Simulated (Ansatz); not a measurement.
## RbCl: frozen-core PAW against all-electron methods

```xyz
2
Lattice="0.0000 3.2740 3.2740 3.2740 0.0000 3.2740 3.2740 3.2740 0.0000" Properties=species:S:1:pos:R:3 pbc="T T T"
Rb    0.0000    0.0000    0.0000
Cl    3.2740    3.2740    3.2740
```

Atoms are numbered in the order listed.

The cell is COD entry 8103714, as deposited and not checked against the literature; nothing was relaxed. It differs from other determinations.

All numbers are computed: DFT, PBE, PAW with Ansatz's default frozen-core files, scalar-relativistic (Ansatz 0.2.0); DFT, PBE, all-electron LAPW, scalar-relativistic (Ansatz 0.2.0).

For PAW: a Γ-centred 7×7×7 k mesh, Fermi–Dirac smearing of 0.02 eV, cutoff 420 eV, no spin polarisation. LAPW targets a basis error of 1 meV/atom. The Ansatz runs share mesh, smearing and spin set-up. Plane-wave (PAW) pressures include the program's estimate of the Pulay term.

Stress and pressure are positive in compression.

Levels count from the top of the valence band.

PAW results:

```
                      quantity     PAW
                pressure (GPa)    1.15
                 band gap (eV)   5.050
highest filled level at X (eV)  -0.099
  lowest empty level at X (eV)   6.195
highest filled level at Γ (eV)   0.000
  lowest empty level at Γ (eV)   5.050
highest filled level at W (eV)  -0.236
  lowest empty level at W (eV)   7.689
```

What does LAPW (all electrons) give for the same quantities?


```csv
quantity,LAPW
pressure (GPa),1.15
band gap (eV),5.050
highest filled level at X (eV),-0.099
lowest empty level at X (eV),6.195
highest filled level at Γ (eV),0.000
lowest empty level at Γ (eV),5.050
highest filled level at W (eV),-0.236
lowest empty level at W (eV),7.688
```
